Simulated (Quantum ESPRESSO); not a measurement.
Wanted: the native input for a Quantum ESPRESSO 7.5 run.

```yaml
Task: work function
Functional: PBE
Potentials_or_basis: PseudoDojo 0.4.1 SR PBE standard
Cutoff: 1007 eV
Density_cutoff: 4027 eV
k_mesh: 10 × 10 × 1
Occupations: fermi-dirac, width 0.05 eV
Spin: no spin polarisation
Boundary_across_the_vacuum: none
Mixing_mode: local-TF
Mixing_beta: 0.3
Most_SCF_iterations: 150
SCF_threshold: 5e-09 Ry
```

The system is WS4, a slab with vacuum.

```
CELL_PARAMETERS angstrom
3.18352 0.00000 0.00000
-1.59176 2.75701 0.00000
0.00000 0.00000 45.78223
ATOMIC_POSITIONS crystal
S 0.66667 0.33333 0.16382
S 0.66667 0.33333 0.46594
W 0.33333 0.66667 0.50000
S 0.66667 0.33333 0.53406
S 0.66667 0.33333 0.83618
```

The input as run:

pw.in

```
&CONTROL
  calculation = 'scf'
  prefix = 'pwscf'
  outdir = './tmp'
  pseudo_dir = './pseudo'
  tprnfor = .true.
  disk_io = 'low'
/
&SYSTEM
  ibrav = 0
  nat = 5
  ntyp = 2
  ecutwfc = 74
  nbnd = 27
  occupations = 'smearing'
  smearing = 'fd'
  degauss = 0.00367493
/
&ELECTRONS
  conv_thr = 5d-09
  electron_maxstep = 150
  mixing_beta = 0.3
  mixing_mode = 'local-TF'
/
ATOMIC_SPECIES
S     32.0600 S.upf
W    183.8400 W.upf
CELL_PARAMETERS angstrom
   3.1835163551    0.0000000000    0.0000000000
  -1.5917581776    2.7570060369    0.0000000000
   0.0000000000    0.0000000000   45.7822321587
ATOMIC_POSITIONS crystal
S      0.6666666700    0.3333333400    0.1638190111
S      0.6666666700    0.3333333400    0.4659374011
W      0.3333333300    0.6666666600    0.5000000000
S      0.6666666700    0.3333333400    0.5340625989
S      0.6666666700    0.3333333400    0.8361809889
K_POINTS automatic
10 10 1 0 0 0
```

pp_density.in

```
&INPUTPP
  prefix = 'pwscf'
  outdir = './tmp'
  filplot = 'density.dat'
  plot_num = 0
/
&PLOT
  nfile = 1
  filepp(1) = 'density.dat'
  iflag = 3
  output_format = 6
  fileout = 'density.cube'
/
```

pp_potential.in

```
&INPUTPP
  prefix = 'pwscf'
  outdir = './tmp'
  filplot = 'potential.dat'
  plot_num = 11
/
&PLOT
  nfile = 1
  filepp(1) = 'potential.dat'
  iflag = 3
  output_format = 6
  fileout = 'potential.cube'
/
```

pp_elf.in

```
&INPUTPP
  prefix = 'pwscf'
  outdir = './tmp'
  filplot = 'elf.dat'
  plot_num = 8
/
&PLOT
  nfile = 1
  filepp(1) = 'elf.dat'
  iflag = 3
  output_format = 6
  fileout = 'elf.cube'
/
```

Potentials or basis: PseudoDojo 0.4.1 SR PBE standard.

Run with:

```console
$ OMP_NUM_THREADS=1 pw.x -in pw.in > pw.out
$ OMP_NUM_THREADS=1 pp.x -in pp_density.in > pp_density.out
$ OMP_NUM_THREADS=1 pp.x -in pp_potential.in > pp_potential.out
$ OMP_NUM_THREADS=1 pp.x -in pp_elf.in > pp_elf.out
```

Results of the run:

| Quantity | Value |
| --- | --- |
| Largest force | 0.252 eV/Å |
| Band gap on the k mesh | none (metal or under the smearing width) |
| Work function of the upper face | 7.04 eV |
| Work function of the lower face | 7.04 eV |

It took 6 min on 1 thread of Arm Neoverse V2, on a shared host, peak memory 0.55 GiB.
